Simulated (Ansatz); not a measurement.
Method: DFT PBE, scalar-relativistic, plane waves, PAW (Ansatz). Settings: cutoff 420 eV, Γ-centred meshes spaced at most about 0.3 Å⁻¹ (2π included), Gaussian smearing. No spin polarisation in the final relaxations.

All energies are static (0 K, no zero-point motion).

Two forms of AlGa5As6 were relaxed alike.

A.

```xyz
12
Lattice="4.0615 0.0000 0.0000 0.0000 4.0615 0.0000 0.0000 0.0000 17.2193" Properties=species:S:1:pos:R:3 pbc="T T T"
Al    0.0000    0.0000    8.6096
Ga    0.0000    0.0000   14.3466
Ga    2.0307    2.0307    0.0000
Ga    0.0000    0.0000    2.8726
Ga    2.0307    2.0307    5.7442
Ga    2.0307    2.0307   11.4750
As    2.0307    0.0000   15.7829
As    0.0000    2.0307    1.4363
As    2.0307    0.0000    4.3082
As    0.0000    2.0307    7.1860
As    2.0307    0.0000   10.0332
As    0.0000    2.0307   12.9111
```

B.

```xyz
12
Lattice="7.0108 0.0000 0.0000 -3.5054 6.0715 0.0000 0.0000 0.0000 6.6713" Properties=species:S:1:pos:R:3 pbc="T T T"
Al    0.0000    0.0000    0.0037
Ga    3.5054    2.0238    0.0054
Ga    0.0000    4.0477    0.0054
Ga    2.3362    0.0000    3.3441
Ga   -1.1681    2.0232    3.3441
Ga    2.3373    4.0483    3.3441
As    0.0000    0.0000    2.4933
As    3.5054    2.0238    2.5029
As    0.0000    4.0477    2.5029
As    2.3323    0.0000    5.8396
As   -1.1661    2.0198    5.8396
As    2.3393    4.0517    5.8396
```

Task: Which would you expect to be lower, and how large is the difference?

Result: A is lower, by 11 meV/atom. A has Al and Ga ordered on zinc blende sites, space group P-4m2 (No. 115), 23.7 Å³/atom and a gap of 0.40 eV on its mesh; B has Al and Ga ordered on wurtzite sites, space group P31m (No. 157), 23.7 Å³/atom and a gap of 0.39 eV. In A, Al has 4 As at 2.48 Å; Ga on a site of symmetry 2mm is surrounded by 4 As at 2.49 Å; around As on its first site lie 4 Ga at 2.49 Å; 4 more sites not described. In B, Al is surrounded by 4 As at 2.48–2.49 Å; Ga on a site of symmetry 3 is surrounded by 4 As at 2.48–2.50 Å; As on a site of symmetry 3m has 3 Ga at 2.49 Å and 1 Al at 2.49 Å; 3 more sites not described. Both come from invented guesses.

Kohn–Sham gaps at this level usually fall short of measured ones. Cells relaxed within their symmetry can be saddle points.

The preference for the zinc blende form, by 11 meV/atom, is small because both structures keep nearly the same tetrahedral bonding, with equal volumes per atom and almost identical bond lengths. What separates them is mainly the stacking: wurtzite brings some cations and anions into eclipsed arrangements with closer third neighbours, which pays off electrostatically in strongly ionic compounds but not in arsenides, whose bonds are largely covalent. The sign therefore agrees with the zinc blende structure of bulk GaAs and AlAs.

Al substitutes for Ga with little strain, since the filled 3d shell of Ga screens the nucleus poorly and leaves its covalent radius close to that of Al. The Al arrangement also differs between the two cells, but this probably contributes much less to the energy difference than the stacking does. The nearly equal gaps give no basis for ranking the polytypes electronically. Whether either ordered form would resist cation disorder or separation into GaAs and AlAs remains open.
